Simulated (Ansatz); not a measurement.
# Gd: the cost of one run

Computed with Ansatz 0.2.0 (DFT PBE, scalar-relativistic, plane waves, PAW).

**1. The structure to begin with**

Symmetry: Fm-3m, No. 225, cubic system. The conventional cell has a = 5.172 Å, b = 5.172 Å, c = 5.172 Å, α = 90.00°, β = 90.00°, γ = 90.00°. Gd (site symmetry m-3m) has 12 Gd at 3.66 Å as nearest neighbours.

Coordinates:

```
CELL_PARAMETERS angstrom
0.00000 2.58582 2.58582
2.58582 0.00000 2.58582
2.58582 2.58582 0.00000
ATOMIC_POSITIONS crystal
Gd 0.00000 0.00000 0.00000
```

The moments start at Gd 7.00 μB.

**2. First run, at the start cell**

Contents of input.yaml:

```yaml
crystal:
  lattice:
    - [0.0, 2.5858190855, 2.5858190855]
    - [2.5858190855, 0.0, 2.5858190855]
    - [2.5858190855, 2.5858190855, 0.0]
  atoms:
    - { symbol: Gd, position: [0.0, 0.0, 0.0], spin: 7.0 }
basis:
  ecutwfc: 420
  ecutrho_ratio: 4
kpoints:
  mp_grid: { grid: [6, 6, 6] }
hamiltonian:
  xc: pbe
scf:
  occupations: { method: gaussian, width: 0.05 }
output:
  forces: true
  stress: true
  eigenvalues: true
  populations: true
magnetization:
  spin_polarized: true
```

Run with:

```sh
$ ansatz run input.yaml --threads 2 --pin off --max-ram 5120MiB --backend cpu --events-out ev --progress --plain --runs-dir out
```

Q: Estimate wall time and peak memory on 2 threads of Arm Neoverse V1, shared host.

About 2.1 s, with a peak of 0.33 GiB.
